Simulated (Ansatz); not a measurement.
SiO₂ built on the rutile prototype, 6 atoms and 32 valence electrons in a cell of about 47 Å³, was run 14 times in Ansatz, each time on 4 threads of Intel(R) Xeon(R) Platinum 8259CL CPU @ 2.50GHz (Skylake/Cascade Lake), with other jobs on the host. The times are single readings and vary with the host's load.

| run | k mesh | irreducible k | cutoff (eV) | plane waves | bands | SCF iterations | wall time | peak host memory (GiB) |
| --- | --- | --- | --- | --- | --- | --- | --- | --- |
| relaxation, PBE | 6×6×8 | 50 | 420 | 961 | 22 | 47 | ? | ? |
| relaxation, r2SCAN | 6×6×8 | 50 | 500 | 1177 | 22 | 34 | 16 s | 0.53 |
| bands, PBE | 6×6×10 | 60 | 420 | 913 | 21 | 6 | 1.8 s | 0.42 |
| single point, r2SCAN | 6×6×10 | 60 | 500 | 1177 | 21 | 7 | 2.9 s | 0.51 |
| single point, HSE06 | 4×4×6 | 24 | 420 | 913 | 21 | 13 | ? | ? |
| single point, PBE0 | 4×4×6 | 24 | 420 | 913 | 21 | 11 | 35 s | 1 |
| single point, LDA | 6×6×10 | 60 | 420 | 913 | 21 | 6 | ? | ? |
| relaxation, PBEsol | 6×6×8 | 50 | 420 | 917 | 22 | 35 | ? | ? |
| Γ phonons, PBEsol | 6×6×8 | 148 | 420 | 917 | 22 | 11 | ? | ? |
| field response, r2SCAN | 6×6×8 | 104 | 500 | 1177 | 22 | 12 | 39 s | 1.1 |
| field response, PBE | 6×6×8 | 104 | 420 | 913 | 22 | 12 | 20 s | 0.75 |
| single point, DDH-PBE0 | 4×4×6 | 24 | 420 | 913 | 21 | 13 | 38 s | 1.1 |
| relaxation, LDA | 6×6×8 | 50 | 420 | 913 | 22 | 36 | ? | ? |
| single point, r2SCAN0 | 4×4×6 | 24 | 500 | 1177 | 21 | 13 | ? | ? |

Question: Estimate the missing times and memories.

Answer:
```json
{"run": "single point, LDA", "wall time": "1.4 s", "peak host memory (GiB)": "0.41"}
{"run": "relaxation, PBE", "wall time": "15 s", "peak host memory (GiB)": "0.43"}
{"run": "Γ phonons, PBEsol", "wall time": "35 s", "peak host memory (GiB)": "0.97"}
{"run": "single point, HSE06", "wall time": "29 s", "peak host memory (GiB)": "1"}
{"run": "relaxation, PBEsol", "wall time": "6.7 s", "peak host memory (GiB)": "0.44"}
{"run": "relaxation, LDA", "wall time": "8 s", "peak host memory (GiB)": "0.4"}
{"run": "single point, r2SCAN0", "wall time": "40 s", "peak host memory (GiB)": "1.3"}
```
